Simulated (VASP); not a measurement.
Mn: single point with PBE

The system is Mn.

```xyz
2
Lattice="2.4836 0.0000 0.0000 -1.2418 2.1509 0.0000 0.0000 0.0000 4.0262" Properties=species:S:1:pos:R:3 pbc="T T T"
Mn    0.0057    1.4553    0.9919
Mn    1.3394    0.7912    3.0204
```

This isn't the form of Mn at room conditions, which is a 58-atom cubic cell.

The cell isn't the ideal one: atoms moved at random, drawn with an rms of 0.05 Å.

```yaml
Program: VASP 6.6.1
Task: single point
Functional: PBE
Potentials_or_basis: VASP PAW PBE potentials, release 64 (Mn_pv)
Cutoff: 520 eV
k_mesh: 12 × 12 × 7
Occupations: fermi-dirac, width 0.05 eV
Spin: collinear spin, ferromagnetic start
Starting_moments: "[4.0, 4.0] μB"
Further_INCAR_settings: ALGO = Normal; EDIFF = 1e-07; NBANDS = 24
```

```yaml
Pressure: -1.0 GPa
Largest_force: 0.209 eV/Å
Band_gap_on_the_k_mesh: none (metal or under the smearing width)
Net_moment: 0.00 μB per cell
Valence_electrons_inside_the_program's_atomic_spheres: Mn 11.98
```

Forces in eV/Å, atoms in the order of the input:
```
Mn   0.178  0.103  0.035
Mn  -0.178 -0.103 -0.035
```

Stress tensor (GPa, compression positive):
```
 0.24  1.33  0.23
 1.33 -1.28  0.13
 0.23  0.13 -1.98
```

Levels at points of the mesh, in eV from the Fermi level:
Spin up:
```tsv
k point	band 11	band 12	band 13	band 14	band 15	band 16
(0.00, 0.00, 0.00)	-0.88	-0.55	-0.35	-0.13	0.28	0.72
(0.50, 0.00, 0.00)	-1.32	-1.09	-0.49	1.77	1.90	2.08
(0.00, 0.50, 0.00)	-1.15	-0.73	-0.42	1.85	1.93	2.00
(0.50, 0.50, 0.00)	-1.15	-0.73	-0.42	1.85	1.93	2.00
```
Spin down:
```csv
k point,band 9,band 10,band 11,band 12,band 13,band 14,band 15,band 16,band 17,band 18
"(0.00, 0.00, 0.00)",-1.05,-0.98,-0.88,-0.55,-0.35,-0.13,0.28,0.72,1.37,1.81
"(0.50, 0.00, 0.00)",-3.43,-1.49,-1.32,-1.09,-0.49,1.77,1.90,2.08,3.90,5.32
"(0.00, 0.50, 0.00)",-3.78,-1.25,-1.15,-0.73,-0.42,1.85,1.93,2.00,3.43,5.86
"(0.50, 0.50, 0.00)",-3.78,-1.25,-1.15,-0.73,-0.42,1.85,1.93,2.00,3.42,5.86
```

Wall time 5 min on 1 thread of Intel(R) Xeon(R) Platinum 8488C (Sapphire Rapids), with other jobs on the host, peak memory 0.41 GiB.

Caveat: the starting moments collapsed, and a magnetic state may lie lower.
